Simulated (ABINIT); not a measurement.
The system is Ga.

```xyz
1
Lattice="2.7165 0.0000 0.0000 0.0000 2.7165 0.0000 0.0000 0.0000 2.7165" Properties=species:S:1:pos:R:3 pbc="T T T"
Ga    0.0000    0.0000    0.0000
```

The cell was built by a generator and needn't be a form met in nature.

Base run:

```yaml
Program: ABINIT 10.8.3 (patched build)
Functional: BLYP
Potentials_or_basis: JTH PAW PBE v2.0
Cutoff: 544 eV
k_mesh: 10 × 10 × 10
Occupations: fermi-dirac, width 0.05 eV
Spin: no spin polarisation
```

Its results: band gap on the k mesh none (metal or under the smearing width); pressure 5.1 GPa.

Task: The run is repeated on the same cell with these changes: functional from BLYP to PW91. What comes out?

Result: Band gap on the k mesh none (metal or under the smearing width); pressure 0.4 GPa.

PW91 binds more tightly than BLYP, so the same cell stands under less pressure.

Caveats: the PAW data sets were made with another functional, which shifts forces and pressure a little.
